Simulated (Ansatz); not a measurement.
CdTe: a sweep of one setting

```xyz
2
Lattice="0.0000 3.2050 3.2050 3.2050 0.0000 3.2050 3.2050 3.2050 0.0000" Properties=species:S:1:pos:R:3 pbc="T T T"
Cd    0.0000    0.0000    0.0000
Te    4.8075    4.8075    4.8075
```

Atoms are numbered in the order listed.

Conventional cell: a = 6.410 Å, b = 6.410 Å, c = 6.410 Å, α = 90.00°, β = 90.00°, γ = 90.00°. Cd (atom 1) has 4 Te at 2.78 Å as nearest neighbours. Around Te (atom 2) lie 4 Cd at 2.78 Å.

The cell is COD entry 1010539, as deposited and not checked against the literature; nothing was relaxed. It differs from other determinations.

No spin–orbit coupling, which matters for the heavy atoms here.

Method: DFT, PBE, all-electron LAPW, scalar-relativistic in Ansatz 0.2.0.

Sampling and basis: a Γ-centred 9×9×9 k mesh, Fermi–Dirac smearing of 0.08 eV, basis error target 1 meV/atom, no spin polarisation. One setting is then changed at a time.

```
basis error target (meV/atom)  free energy less the base's (meV/atom)  P (GPa)  gap on the mesh (eV)  cutoff chosen (eV)
                     1 (base)                                     0.0     4.25                 0.873                 260
                            3                                     0.7     4.26                 0.873                 229
                           10                                     3.2     4.28                 0.873                 197
                           30                                       ?        ?                 0.873                 168
                          0.1                                    -0.3     4.25                 0.873                 328
```

(1) Give the missing entry: row "30", column "free energy less the base's (meV/atom)".

(2) What belongs in the row "30", column "P (GPa)"?

## Answers

(1) 10.4.

(2) 4.34.
